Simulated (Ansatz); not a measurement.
# Cu: the cost of one run

Method: DFT PBEsol, scalar-relativistic, plane waves, PAW, in Ansatz 0.2.0.

1 further run of the same task is left out (set aside as unsound or not needed).

**1. Starting point**

It takes space group I4/mmm (No. 139, tetragonal). The conventional cell has a = 2.890 Å, b = 2.890 Å, c = 2.720 Å, α = 90.00°, β = 90.00°, γ = 90.00°. Cu (site symmetry 4/mmm) has 10 Cu at 2.45 to 2.72 Å as nearest neighbours.

As a file:

```
Cu
1.0
    -1.44509    1.44509    1.36001
     1.44509   -1.44509    1.36001
     1.44509    1.44509   -1.36001
Cu
1
Direct
  0.00000 0.00000 0.00000
```

It goes back to an entry of the Materials Project, which need not be the stable form.

It is the result of an earlier relaxation at this level (volume 11.36 Å³/atom; gap on the mesh: none (metal)).

**2. Electronic structure at the relaxed geometry**

The input, input.yaml:

```yaml
crystal:
  lattice:
    - [-1.4450917296, 1.4450917296, 1.3600071991]
    - [1.4450917296, -1.4450917296, 1.3600071991]
    - [1.4450917296, 1.4450917296, -1.3600071991]
  atoms:
    - { symbol: Cu, position: [0.0, 0.0, 0.0] }
basis:
  ecutwfc: 420
kpoints:
  mp_grid: { grid: [20, 20, 20] }
  band_path:
    path:
      - [[0.0, 0.0, 0.0], [0.0, 0.0, 0.5], [-0.5, 0.5, 0.5], [0.0, 0.0, 0.0], [0.47142752, 0.47142752, -0.47142752]]
      - [[-0.47142752, 0.52857248, 0.47142752], [-0.5, 0.5, 0.5]]
      - [[0.0, 0.0, 0.5], [0.25, 0.25, 0.25], [0.0, 0.5, 0.0], [0.0, 0.0, 0.0]]
    npoints: 14
hamiltonian:
  xc: pbesol
scf:
  occupations: { method: gaussian, width: 0.1 }
  n_extra_bands: 6
output:
  forces: true
  stress: true
  eigenvalues: true
  populations: true
  dos: { projected: true, de: 0.02, nscf_kmesh: { grid: [30, 30, 30] } }
  bader: true
  write_density: true
  write_potential: true
  elf: true
  volumetric_format: npy
```

Command:

```console
$ ansatz run input.yaml --threads 1 --pin off --max-ram 2560MiB --backend cpu --events-out ev --progress --plain --runs-dir out
```

**Question.** How long does this run take on 1 thread of Arm Neoverse V2, shared host, and how much memory does it need?

About 26 s, with a peak of 0.46 GiB.
